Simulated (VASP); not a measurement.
# Ni (Fm-3m) in VASP: a series of runs

One crystal, Ni, is run at these levels: PBE; tasks: relaxation of cell and atoms, single point.

Program: VASP 6.6.1. These are calculated values, not measurements. Logs are shortened: lines on timing, memory, paths and dates and some standing lists are left out, and cuts for length are marked.

**1. Starting point**

Symmetry: Fm-3m, No. 225, cubic system. The conventional cell has a = 3.524 Å, b = 3.524 Å, c = 3.524 Å, α = 90.00°, β = 90.00°, γ = 90.00°. Around Ni (site symmetry m-3m) lie 12 Ni at 2.49 Å.

**2. Relaxation of cell and atoms, PBE, collinear spin, ferromagnetic start**

INCAR reads:

```
SYSTEM = Ni
  ALGO = Fast
  EDIFF = 1E-7
  EDIFFG = -0.002
  ENCUT = 520
  GGA = PE
  IBRION = 2
  ISIF = 3
  ISMEAR = 0
  ISPIN = 2
  LASPH = .TRUE.
  LCHARG = .FALSE.
  LMAXMIX = 4
  LORBIT = 11
  LREAL = .FALSE.
  LWAVE = .FALSE.
  MAGMOM = 0.8
  NELM = 120
  NSW = 80
  PREC = Accurate
  SIGMA = 0.1
```

KPOINTS reads:

```
k-points
0
G
  4 4 4
  0 0 0
```

POSCAR reads:

```
Ni
1.0
    0.0000000000      1.7619350000      1.7619350000
    1.7619350000      0.0000000000      1.7619350000
    1.7619350000      1.7619350000      0.0000000000
Ni
1
Direct
    0.0000000000      0.0000000000      0.0000000000
```

Potentials or basis: VASP PAW PBE potentials, release 64 (Ni).

On the command line:

```
> cat potpaw_PBE.64/Ni/POTCAR > POTCAR
> mpirun -np 1 vasp_std > vasp.out
```

OUTCAR:

```text
SYSTEM = Ni
   EDIFF = 1E-7
   EDIFFG = -0.002
   ENCUT = 520
   GGA = PE
   IBRION = 2
   ISIF = 3
   ISMEAR = 0
   ISPIN = 2
   LASPH = .TRUE.
   LORBIT = 11
   LREAL = .FALSE.
   NELM = 120
   NSW = 80
   PREC = Accurate

 ion  position               nearest neighbor table
   1  0.000  0.000  0.000-

  LATTYP: Found a face centered cubic cell.
 ALAT       =     3.5238700000

  Lattice vectors:

 A1 = (   0.0000000000,   1.7619350000,   1.7619350000)
 A2 = (   1.7619350000,   0.0000000000,   1.7619350000)
 A3 = (   1.7619350000,   1.7619350000,   0.0000000000)

Analysis of symmetry for initial positions (statically):
=====================================================================
 Subroutine PRICEL returns:
 Original cell was already a primitive cell.

 Routine SETGRP: Setting up the symmetry group for a
 face centered cubic supercell.

 Subroutine GETGRP returns: Found 48 space group operations
 (whereof 48 operations were pure point group operations)
 out of a pool of 48 trial point group operations.

The static configuration has the point symmetry O_h .

Analysis of symmetry for dynamics (positions and initial velocities):
=====================================================================
 Subroutine PRICEL returns:
 Original cell was already a primitive cell.

 Routine SETGRP: Setting up the symmetry group for a
 face centered cubic supercell.

 Subroutine GETGRP returns: Found 48 space group operations
 (whereof 48 operations were pure point group operations)
 out of a pool of 48 trial point group operations.

The dynamic configuration has the point symmetry O_h .

Analysis of structural, dynamic, and magnetic symmetry:
=====================================================================
 Subroutine PRICEL returns:
 Original cell was already a primitive cell.

 Routine SETGRP: Setting up the symmetry group for a
 face centered cubic supercell.

 Subroutine GETGRP returns: Found 48 space group operations
 (whereof 48 operations were pure point group operations)
 out of a pool of 48 trial point group operations.

The overall configuration has the point symmetry O_h .

 Subroutine INISYM returns: Found 48 space group operations
 (whereof 48 operations are pure point group operations),
 and found     1 'primitive' translations

----------------------------------------------------------------------------------------

                                     Primitive cell

  volume of cell :      10.9396

  direct lattice vectors                    reciprocal lattice vectors
     0.000000000  1.761935000  1.761935000    -0.283778914  0.283778914  0.283778914
     1.761935000  0.000000000  1.761935000     0.283778914 -0.283778914  0.283778914
     1.761935000  1.761935000  0.000000000     0.283778914  0.283778914 -0.283778914

  length of vectors
     2.491752373  2.491752373  2.491752373     0.491519496  0.491519496  0.491519496

  position of ions in fractional coordinates (direct lattice)
     0.000000000  0.000000000  0.000000000

  ion indices of the primitive-cell ions
   primitive index   ion index
                 1           1

----------------------------------------------------------------------------------------

 KPOINTS: k-points

Automatic generation of k-mesh.
 Grid dimensions read from file:
 generate k-points for:    4    4    4

 Generating k-lattice:

  Cartesian coordinates                     Fractional coordinates (reciprocal lattice)
    -0.070944728  0.070944728  0.070944728     0.250000000  0.000000000  0.000000000
     0.070944728 -0.070944728  0.070944728     0.000000000  0.250000000  0.000000000
     0.070944728  0.070944728 -0.070944728     0.000000000  0.000000000  0.250000000

  Length of vectors
     0.122879874  0.122879874  0.122879874

  Shift w.r.t. Gamma in fractional coordinates (k-lattice)
     0.000000000  0.000000000  0.000000000

 Subroutine IBZKPT returns following result:
 ===========================================

 Found      8 irreducible k-points:

 Following reciprocal coordinates:
[... 35 lines left out ...]
 -----------------------------------------------------------------------------------
      0.00000      0.00000      0.00000         0.000000     -0.000000     -0.000000
 -----------------------------------------------------------------------------------
    total drift:                               -0.000000     -0.000000     -0.000000

  FREE ENERGIE OF THE ION-ELECTRON SYSTEM (eV)
  ---------------------------------------------------
  free  energy   TOTEN  =        -5.5489194258 eV

  energy  without entropy=       -5.5389812127  energy(sigma->0) =       -5.54395032

--------------------------------------- Ionic step        5  -------------------------------------------

 number of electron      10.0000006 magnetization       0.5937501

 Free energy of the ion-electron system (eV)
  ---------------------------------------------------
  ext. energy  EPLUGINS =         0.00000000
  ---------------------------------------------------
  free energy    TOTEN  =        -5.54892344 eV

  energy without entropy =       -5.53898671  energy(sigma->0) =       -5.54395508

 E-fermi :   9.6622     XC(G=0): -13.3524

 val. band max:        9.5902244231   @ k =   0.5000   0.5000   0.0000
 cond. band min:       9.6788006038   @ k =   0.5000   0.0000   0.0000
 fundamental gap:      0.0885761807
 Fermi energy:         9.6622277016

 spin component 1

 k-point     1 :       0.0000    0.0000    0.0000
  band No.  band energies     occupation
      1       0.4820      1.00000
      2       7.0812      1.00000
      3       7.0812      1.00000
      4       7.0812      1.00000
      5       8.2801      1.00000
      6       8.2801      1.00000
      7      33.4547      0.00000
      8      37.4352      0.00000
      9      37.4352      0.00000

 k-point     2 :       0.2500    0.0000    0.0000
  band No.  band energies     occupation
      1       2.7325      1.00000
      2       6.7599      1.00000
      3       7.3133      1.00000
      4       7.3133      1.00000
      5       8.3467      1.00000
      6       8.3467      1.00000
      7      24.1700      0.00000
      8      33.5651      0.00000
      9      35.2840      0.00000
[... 49 lines left out ...]
 k-point     7 :       0.5000    0.5000    0.0000
  band No.  band energies     occupation
      1       4.8304      1.00000
      2       5.2857      1.00000
      3       9.0025      1.00000
      4       9.0803      1.00000
      5       9.0803      1.00000
      6      12.0555      0.00000
      7      18.9346      0.00000
      8      24.5675      0.00000
      9      24.5675      0.00000

 k-point     8 :      -0.2500    0.5000    0.2500
  band No.  band energies     occupation
      1       5.7290      1.00000
      2       6.4361      1.00000
      3       6.4361      1.00000
      4       8.2137      1.00000
      5       9.0814      1.00000
      6      17.4049      0.00000
      7      17.4049      0.00000
      8      19.6504      0.00000
      9      20.8700      0.00000
 Fermi energy:         9.6622277016

 spin component 2

 k-point     1 :       0.0000    0.0000    0.0000
  band No.  band energies     occupation
      1       0.4315      1.00000
      2       7.8078      1.00000
      3       7.8078      1.00000
      4       7.8078      1.00000
      5       8.8418      1.00000
      6       8.8419      1.00000
      7      33.2849      0.00000
      8      37.4021      0.00000
      9      37.4021      0.00000

 k-point     2 :       0.2500    0.0000    0.0000
  band No.  band energies     occupation
      1       2.7127      1.00000
      2       7.3805      1.00000
      3       7.9828      1.00000
      4       7.9828      1.00000
      5       8.9767      1.00000
      6       8.9767      1.00000
      7      24.2932      0.00000
      8      33.4336      0.00000
      9      35.3515      0.00000
[... 92 lines left out ...]
 POSITION                                       TOTAL-FORCE (eV/Angst)
 -----------------------------------------------------------------------------------
      1.74975      1.74975     -0.00000        -0.000000     -0.000000     -0.000000
 -----------------------------------------------------------------------------------
    total drift:                               -0.000000     -0.000000     -0.000000

  FREE ENERGIE OF THE ION-ELECTRON SYSTEM (eV)
  ---------------------------------------------------
  free  energy   TOTEN  =        -5.5489234449 eV

  energy  without entropy=       -5.5389867108  energy(sigma->0) =       -5.54395508

 reached required accuracy - stopping structural energy minimisation

 total charge

# of ion       s       p       d       tot
------------------------------------------
    1        0.494   0.522   8.316   9.332

 magnetization (x)

# of ion       s       p       d       tot
------------------------------------------
    1       -0.013  -0.025   0.644   0.606
```

It took 16 s on 1 thread of AMD EPYC 7R13 (Zen 3), shared host; peak memory 0.1 GiB.

Results:

```
Free energy                                           : -5.5489 eV
Relaxed volume                                        : 10.71 Å³/atom
Relaxed cell                                          : a = 2.475 Å, b = 2.475 Å, c = 2.475 Å, α = 60.00°, β = 60.00°, γ = 60.00°
Space group after relaxing (to 0.05 Å)                : Fm-3m (No. 225)
Energy gained by relaxing                             : 3.1 meV/atom
Ionic steps                                           : 5
Pressure after relaxing                               : 0.0 GPa
Band gap on the k mesh                                : none (metal or under the smearing width)
Net moment                                            : 0.59 μB per cell
Site moments                                          : Ni +0.61 μB
Valence electrons inside the program's atomic spheres : Ni 9.33
```

Step by step:
```tsv
step	energy change (eV)	largest force (eV/Å)	pressure (GPa)	volume (Å³)
1	0.0000	0.0000	-4.19	10.94
2	-0.0001	0.0000	4.48	10.49
3	-0.0031	0.0000	0.18	10.71
4	-0.0031	0.0000	-0.09	10.72
5	-0.0031	0.0000	-0.02	10.71
```

Final structure:
```xyz
1
Lattice="0.0000 1.7497 1.7497 1.7497 0.0000 1.7497 1.7497 1.7497 0.0000" Properties=species:S:1:pos:R:3 pbc="T T T"
Ni    1.7497    1.7497    0.0000
```

Caveat: the k mesh is coarse (spacing up to 0.77 Å⁻¹), so the values aren't converged.

**3. Relaxation of cell and atoms, PBE, collinear spin, ferromagnetic start**

This run uses another cell than the first one, of 10.71 Å³/atom, 0.979 times its volume.

INCAR is that of step 2.

KPOINTS is that of step 2.

POSCAR reads:

```
Ni                                      
1.0
    0.0000000000      1.7497487147      1.7497487147
    1.7497487147     -0.0000000000      1.7497487147
    1.7497487147      1.7497487147     -0.0000000000
  Ni            
     1
Direct
     0.0000000000000000    0.0000000000000000    1.0000000000000000
```

Potentials or basis: VASP PAW PBE potentials, release 64 (Ni).

On the command line:

```
> cat potpaw_PBE.64/Ni/POTCAR > POTCAR
> mpirun -np 1 vasp_std > vasp.out
```

Wall time 9.9 s (1 thread of AMD EPYC 7R13 (Zen 3), shared host); peak memory 0.09 GiB.

It converged, with:

* Free energy: -5.5489 eV
* Relaxed volume: 10.71 Å³/atom
* Relaxed cell: a = 2.474 Å, b = 2.474 Å, c = 2.474 Å, α = 60.00°, β = 60.00°, γ = 60.00°
* Space group after relaxing (to 0.05 Å): Fm-3m (No. 225)
* Energy gained by relaxing: 0.0 meV/atom
* Ionic steps: 5
* Pressure after relaxing: 0.0 GPa
* Band gap on the k mesh: none (metal or under the smearing width)
* Net moment: 0.59 μB per cell
* Site moments: Ni +0.61 μB
* Valence electrons inside the program's atomic spheres: Ni 9.33

Final structure:
```yaml
crystal:
  lattice:
    - [0.00000, 1.74946, 1.74946]
    - [1.74946, 0.00000, 1.74946]
    - [1.74946, 1.74946, 0.00000]
  atoms:
    - { symbol: Ni, position: [0.00000, 0.00000, 0.00000] }
```

Levels at points of the mesh, in eV from the Fermi level:
Spin up:
| k point | band 2 | band 3 | band 4 | band 5 | band 6 | band 7 | band 8 | band 9 |
| --- | --- | --- | --- | --- | --- | --- | --- | --- |
| (0.00, 0.00, 0.00) | -2.58 | -2.58 | -2.58 | -1.38 | -1.38 | 23.80 | 27.78 | 27.78 |
| (0.50, 0.00, 0.00) | -2.56 | -2.56 | -0.71 | -0.71 | -0.39 | 5.69 | 22.28 | 24.89 |
| (0.50, 0.50, 0.00) | -4.38 | -0.66 | -0.58 | -0.58 | 2.39 | 9.28 | 14.91 | 14.91 |
Spin down:
```
           k point  band 2  band 3  band 4  band 5  band 6  band 7
(0.00, 0.00, 0.00)   -1.86   -1.86   -1.86   -0.82   -0.82   23.63
(0.50, 0.00, 0.00)   -1.97   -1.97   -0.46    0.02    0.02    6.09
(0.50, 0.50, 0.00)   -3.79   -0.07    0.26    0.26    2.34    9.50
```

Caveat: the k mesh is coarse (spacing up to 0.78 Å⁻¹), so the values aren't converged.

**4. Single point, PBE, collinear spin, ferromagnetic start**

This run uses another cell than the first one, of 10.71 Å³/atom, 0.979 times its volume.

INCAR reads:

```
PREC = Accurate
ENCUT = 520
EDIFF = 1E-7
ISMEAR = 0
SIGMA = 0.1
LREAL = False
LASPH = True
NELM = 120
ALGO = Fast
ISIF = 2
LWAVE = False
LCHARG = False
ISPIN = 2
MAGMOM = 0.8
LORBIT = 11
LMAXMIX = 4
GGA = PE
```

KPOINTS reads:

```
Automatic mesh
0
Gamma
  4 4 4
```

POSCAR reads:

```
Ni                                      
1.0
   -0.0000000000      1.7494630077      1.7494630077
    1.7494630077     -0.0000000000      1.7494630077
    1.7494630077      1.7494630077      0.0000000000
  Ni            
     1
Direct
     0.0000000000000000    0.0000000000000000    0.0000000000000000
```

On the command line:

```
> cat potpaw_PBE.64/Ni/POTCAR > POTCAR
> mpirun -np 1 vasp_std > vasp.out
```

Run time: 5 s. Hardware: 1 thread of AMD EPYC 7R13 (Zen 3), shared host; peak memory 0.09 GiB.

The run converged. Its results:

```
Free energy                                           : -5.5489 eV
Pressure                                              : 0.0 GPa
Band gap on the k mesh                                : none (metal or under the smearing width)
Net moment                                            : 0.59 μB per cell
Site moments                                          : Ni +0.61 μB
Valence electrons inside the program's atomic spheres : Ni 9.33
```

Levels at points of the mesh, in eV from the Fermi level:
Spin up:
```csv
k point,band 3,band 4,band 5,band 6,band 7,band 8
"(0.00, 0.00, 0.00)",-2.58,-2.58,-1.38,-1.38,23.80,27.78
"(0.50, 0.00, 0.00)",-2.56,-0.71,-0.71,-0.39,5.69,22.28
"(0.50, 0.50, 0.00)",-0.66,-0.58,-0.58,2.39,9.28,14.91
```
Spin down:
```
           k point  band 1  band 2  band 3  band 4  band 5  band 6  band 7  band 8  band 9
(0.00, 0.00, 0.00)   -9.23   -1.86   -1.86   -1.86   -0.82   -0.82   23.63   27.75   27.75
(0.50, 0.00, 0.00)   -4.60   -1.97   -1.97   -0.46    0.02    0.02    6.09   22.13   24.95
(0.50, 0.50, 0.00)   -4.51   -3.79   -0.07    0.26    0.26    2.34    9.50   14.90   14.90
```

Caveat: the k mesh is coarse (spacing up to 0.78 Å⁻¹), so the values aren't converged.

**5. Single point, PBE, collinear spin, ferromagnetic start (a relaxed cell with its volume scaled by 0.97)**

INCAR is that of step 4.

KPOINTS is that of step 4.

POSCAR reads:

```
Ni                                      
1.0
   -0.0000000000      1.7317904559      1.7317904559
    1.7317904559     -0.0000000000      1.7317904559
    1.7317904559      1.7317904559      0.0000000000
  Ni            
     1
Direct
     0.0000000000000000    0.0000000000000000    0.0000000000000000
```

On the command line:

```
> cat potpaw_PBE.64/Ni/POTCAR > POTCAR
> mpirun -np 1 vasp_std > vasp.out
```

Run time: 4.4 s. Hardware: 1 thread of AMD EPYC 7R13 (Zen 3), shared host; peak memory 0.09 GiB.

It converged, with:

```
Free energy                                           : -5.5422 eV
Pressure                                              : 6.8 GPa
Band gap on the k mesh                                : none (metal or under the smearing width)
Net moment                                            : 0.59 μB per cell
Site moments                                          : Ni +0.60 μB
Valence electrons inside the program's atomic spheres : Ni 9.39
```

Levels at points of the mesh, in eV from the Fermi level:
Spin up:
| k point | band 3 | band 4 | band 5 | band 6 | band 7 | band 8 |
| --- | --- | --- | --- | --- | --- | --- |
| (0.00, 0.00, 0.00) | -2.67 | -2.67 | -1.42 | -1.42 | 24.04 | 28.27 |
| (0.50, 0.00, 0.00) | -2.66 | -0.72 | -0.72 | -0.46 | 5.90 | 22.51 |
| (0.50, 0.50, 0.00) | -0.66 | -0.57 | -0.57 | 2.40 | 9.54 | 15.19 |
Spin down:
| k point | band 1 | band 2 | band 3 | band 4 | band 5 | band 6 | band 7 | band 8 | band 9 |
| --- | --- | --- | --- | --- | --- | --- | --- | --- | --- |
| (0.00, 0.00, 0.00) | -9.46 | -1.95 | -1.95 | -1.95 | -0.86 | -0.86 | 23.88 | 28.23 | 28.23 |
| (0.50, 0.00, 0.00) | -4.79 | -2.07 | -2.07 | -0.53 | 0.02 | 0.02 | 6.31 | 22.36 | 25.48 |
| (0.50, 0.50, 0.00) | -4.71 | -3.97 | -0.07 | 0.26 | 0.26 | 2.35 | 9.77 | 15.18 | 15.18 |

Caveat: the k mesh is coarse (spacing up to 0.79 Å⁻¹), so the values aren't converged.

**6. Single point, PBE, collinear spin, ferromagnetic start (a relaxed cell with its volume scaled by 1.03)**

INCAR is that of step 5.

KPOINTS is that of step 5.

POSCAR reads:

```
Ni                                      
1.0
   -0.0000000000      1.7667855502      1.7667855502
    1.7667855502     -0.0000000000      1.7667855502
    1.7667855502      1.7667855502      0.0000000000
  Ni            
     1
Direct
     0.0000000000000000    0.0000000000000000    0.0000000000000000
```

Potentials or basis: VASP PAW PBE potentials, release 64 (Ni).

On the command line:

```
> cat potpaw_PBE.64/Ni/POTCAR > POTCAR
> mpirun -np 1 vasp_std > vasp.out
```

It took 5.7 s on 1 thread of AMD EPYC 7R13 (Zen 3), shared host; peak memory 0.09 GiB.

It converged, with:

- Free energy: -5.5430 eV
- Pressure: -5.7 GPa
- Band gap on the k mesh: none (metal or under the smearing width)
- Net moment: 0.59 μB per cell
- Site moments: Ni +0.61 μB
- Valence electrons inside the program's atomic spheres: Ni 9.28

Levels at points of the mesh, in eV from the Fermi level:
Spin up:
| k point | band 1 | band 2 | band 3 | band 4 | band 5 | band 6 | band 7 | band 8 | band 9 |
| --- | --- | --- | --- | --- | --- | --- | --- | --- | --- |
| (0.00, 0.00, 0.00) | -8.97 | -2.50 | -2.50 | -2.50 | -1.35 | -1.35 | 23.56 | 27.31 | 27.31 |
| (0.50, 0.00, 0.00) | -4.84 | -2.48 | -2.48 | -0.71 | -0.71 | -0.32 | 5.49 | 22.05 | 24.38 |
| (0.50, 0.50, 0.00) | -4.65 | -4.22 | -0.66 | -0.59 | -0.59 | 2.39 | 9.02 | 14.65 | 14.65 |
Spin down:
```
           k point  band 1  band 2  band 3  band 4  band 5  band 6  band 7  band 8
(0.00, 0.00, 0.00)   -9.02   -1.77   -1.77   -1.77   -0.79   -0.79   23.38   27.28
(0.50, 0.00, 0.00)   -4.43   -1.88   -1.88   -0.40    0.02    0.02    5.88   21.90
(0.50, 0.50, 0.00)   -4.32   -3.62   -0.07    0.25    0.25    2.33    9.24   14.63
```

Caveat: the k mesh is coarse (spacing up to 0.77 Å⁻¹), so the values aren't converged.

**7. The runs side by side**

| task | cell | gap on the mesh (eV) | pressure (GPa) | moment (μB) |
| --- | --- | --- | --- | --- |
| relaxation of cell and atoms | relaxed | none | 0.0 | 0.59 |
| single point | as given | none | 0.0 | 0.59 |
| single point | a relaxed cell with its volume scaled by 0.97 | none | 6.8 | 0.59 |
| single point | a relaxed cell with its volume scaled by 1.03 | none | -5.7 | 0.59 |

Alike in all rows: level PBE; potentials or basis VASP PAW PBE potentials, release 64 (Ni); spin collinear, ferromagnetic start; k mesh 4 × 4 × 4; cutoff (eV) 520; smearing gaussian 0.1 eV; the mesh is coarse, so values aren't converged.

Caveats: all runs use coarse meshes.

Absolute energies hang on the potentials; compare differences alone.
